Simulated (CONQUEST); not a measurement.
# SiC (Moissanite) under changes of volume

One of the cells (10.341 Å³/atom); the others are scaled copies at fixed shape and fractional positions:

```
CELL_PARAMETERS angstrom
3.07600 0.00000 0.00000
0.00000 5.04800 0.00000
0.00000 0.00000 5.32779
ATOMIC_POSITIONS crystal
Si 0.00000 0.50000 0.33333
Si 0.50000 0.50000 0.83333
Si 0.00000 0.00000 0.66667
Si 0.50000 0.00000 0.16667
C 0.00000 0.88500 0.33333
C 0.50000 0.88500 0.83333
C 0.00000 0.38500 0.66667
C 0.50000 0.38500 0.16667
```

```yaml
Program: CONQUEST 1.3
Functional: PBE
Potentials_or_basis: PseudoDojo NC PBE, DZ, grid of 32 × 48 × 60 points
k_mesh: 9 × 5 × 5
Occupations: fermi-dirac, width 0.05 eV
Spin: no spin polarisation
```

```tsv
volume (Å³/atom)	energy over the lowest point (meV/atom)	pressure (GPa)	gap on the mesh (eV)	largest force (eV/Å)
9.721	165.27	39.3	2.70	1.079
9.927	118.68	32.9	2.74	1.046
10.134	80.55	26.3	2.79	1.010
10.341	50.47	20.6	2.83	0.985
10.548	27.65	15.1	2.87	0.947
10.755	?	?	?	?
10.961	0.00	6.1	2.95	0.886
```

Q: What does the run at 10.755 Å³/atom give?

A: Energy over the lowest point 10.92 meV/atom; pressure 10.8 GPa; gap on the mesh 2.91 eV; largest force 0.918 eV/Å.

Worked out: A Birch-Murnaghan fit of order 3 (a polynomial in V^(-2/3)) to the other rows has no minimum within the range. It gives 10.95 meV/atom at 10.755 Å³/atom, against the run's 10.92, and -dE/dV = 10.6 GPa, against 10.8. A straight line through the other rows of the gap, of slope 2.09 eV per unit of ln V, gives 2.91 eV, against the run's 2.91.

Energies are extrapolated to zero smearing.

Caveats: the atomic basis is small; an odd mesh through Γ misses points on the zone boundary, where band edges often lie; the basis of atomic orbitals isn't converged, which shifts pressures, moduli and gaps; forces of over 1 eV/Å show positions far from the minimum, so gaps and moduli don't describe the material at rest (some runs).
